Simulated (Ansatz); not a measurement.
SiC built on the zincblende prototype: a single-point calculation in Ansatz 0.2.0 (r2SCAN). The cell was relaxed with r2SCAN and then strained (epitaxial -4.0 % in the xy plane, free normal strain +2.49 %), with the atoms relaxed again with r2SCAN; k points keep the names of the unstrained zone.

```yaml
crystal:
  lattice:
    - [0.0, 2.090930257, 2.2323129173]
    - [2.090930257, 0.0, 2.2323129173]
    - [2.090930257, 2.090930257, 0.0]
  atoms:
    - { symbol: Si, position: [0.0, 0.0, 0.0] }
    - { symbol: C, position: [0.25, 0.25, 0.25] }
kpoints:
  mp_grid: { grid: [10, 10, 10] }
  band_path:
    path:
      - [0.0, 0.0, 0.0]
      - [-0.5, -0.5, 0.0]
      - [-0.375, -0.375, 0.25]
      - [-0.375, 0.0, 0.375]
      - [0.0, 0.0, 0.5]
      - [-0.5, -0.25, 0.25]
      - [0.072917, 0.072917, 0.145833]
      - [0.0, 0.5, 0.5]
    npoints: 1
hamiltonian:
  xc: r2scan
scf:
  occupations: { method: fixed }
  n_extra_bands: 4
output:
  forces: true
  stress: true
  eigenvalues: true
```

Some lines of the output have been replaced by numbered gaps.
```
scf.n_extra_bands = 4 over 4 filled bands (N_el = 8.0): the run solves 8 bands
Functional definition: r2SCAN
Crystal: 2 atoms, lattice volume = 19.519 Å³
Basis set: ecut = 500 eV, 517 PW (Γ)
Symmetry: 8 space group operations
Space group: I-4m2 (ITA 119)
k-points: 102 of 1000 (time reversal used)
SCF 1 converged in 6 iterations: F = -891.230259 eV  dr2 = 5.36e-9
Free energy (F): -891.230259 eV
[1]
--- Stress (GPa, compression-positive) ---
[2]
--- Band table (eV; the first three rows and the last of 102) ---
[3]
```

The rows of the band table are 0: (0, 0, 0) = Γ, 1: (0, 0, 0.100), 2: (0, 0, 0.200), 101: (-1/2, -1/2, 0) = X.

Problem. Give the withheld lines. They hold the Fermi energy and the band table, the stress.

Solution.
```
[1]
Fermi energy:    10.302369 eV
[2]
       21.252175       0.000000       0.000000
        0.000000      21.252175       0.000000
        0.000000       0.000000      -0.010300
  P = ⅓ Tr σ = 14.1647 GPa (141.647 kbar)
[3]
  k-point 0: bands = [-6.5376, 9.7786, 10.3024, 10.3024, 17.6117, 18.3784, 18.3784, 18.5248]
  k-point 1: bands = [-6.3251, 9.0132, 9.8344, 10.1943, 17.7423, 18.5588, 18.6692, 19.0029]
  k-point 2: bands = [-5.6974, 6.7993, 9.3778, 9.9465, 17.2454, 18.8986, 19.2075, 20.2810]
  k-point 101: bands = [-1.5277, 1.2923, 7.2036, 7.2036, 12.2508, 15.9728, 26.1355, 26.1498]
```
The trailing digits, and the zero of the energies, depend on the potentials and thresholds.

r2SCAN gives an indirect gap of 1.29 eV, from Γ–K (0.19 of the way from Γ) to X; the least direct gap is 5.05 eV at X. The mean pressure at these positions is +14.16 GPa, compression counted positive.

Run as `ansatz run input.yaml --threads 2 --pin off --max-ram 20275MiB --backend cpu --events-out ev --progress --plain --runs-dir out`. Wall time 1.8 s on 2 threads of AMD EPYC 7R13 Processor (Zen 3) (shared host), load about 3.5 per core; peak host memory 0.56 GiB.

(Simulation; spin polarisation is off.)
